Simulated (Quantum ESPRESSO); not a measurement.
MgS: relaxation of cell and atoms with PBE+D3

Crystal: MgS.

```
CELL_PARAMETERS angstrom
3.61091 0.00000 0.00000
-1.80545 3.12714 0.00000
0.00000 0.00000 3.30526
ATOMIC_POSITIONS crystal
Mg 0.00000 0.00000 0.50000
S 0.66667 0.33333 0.00000
```

The cell was built by a generator and needn't be a form met in nature.

| Item | Value |
| --- | --- |
| Program | Quantum ESPRESSO 7.5 |
| Task | relaxation of cell and atoms |
| Functional | PBE |
| Dispersion | D3 |
| Potentials or basis | PseudoDojo 0.4.1 SR PBE standard |
| Cutoff | 1143 eV |
| Density cutoff | 4572 eV |
| k mesh | 8 × 8 × 7 |
| Occupations | fermi-dirac, width 0.05 eV |
| Spin | no spin polarisation |
| ASE optimiser | BFGS |
| Mixing beta | 0.5 |
| Most SCF iterations | 120 |
| SCF threshold | 4e-10 Ry |

The relaxed volume is 18.35 Å³/atom and the relaxed cell is a = 3.592 Å, b = 3.592 Å, c = 3.285 Å, α = 90.00°, β = 90.00°, γ = 120.00°. The space group after relaxing (to 0.05 Å) is P-6m2 (No. 187). The energy gained by relaxing is 1.2 meV/atom. The ionic steps are 4, the pressure after relaxing is 0.0 GPa and the band gap on the k mesh is 1.36 eV, indirect (least direct gap 2.40 eV).

Stress tensor (GPa, compression positive):
```
-0.09  0.00  0.00
 0.00 -0.09  0.00
 0.00  0.00  0.15
```

The path:
```
step  energy change (eV)  largest force (eV/Å)  pressure (GPa)  volume (Å³)
   1              0.0000                0.0000           -1.19        37.32
   2             -0.0007                0.0000           -0.99        37.21
   3             -0.0023                0.0000            0.00        36.69
   4             -0.0023                0.0000           -0.01        36.70
```

Final structure:
```
CELL_PARAMETERS angstrom
3.59157 0.00000 0.00000
-1.79578 3.11039 0.00000
0.00000 0.00000 3.28496
ATOMIC_POSITIONS crystal
Mg 0.00000 0.00000 0.50000
S 0.66667 0.33333 0.00000
```

Levels at points of the mesh, in eV from the valence-band top:
```
            k point  band 5  band 6  band 7  band 8  band 9  band 10  band 11  band 12
 (0.00, 0.00, 0.00)  -13.17   -0.82   -0.82   -0.76    2.13     5.34     7.04     7.04
(0.00, -0.50, 0.00)  -12.06   -5.32   -1.81   -0.08    3.06     6.56     7.97     8.55
```

Run time: 3.1 min on 2 MPI ranks on Intel(R) Xeon(R) Platinum 8259CL CPU @ 2.50GHz (Skylake/Cascade Lake), with other jobs on the host, peak memory 0.24 GiB a rank.

Caveat: an odd mesh through Γ misses points on the zone boundary, where band edges often lie.
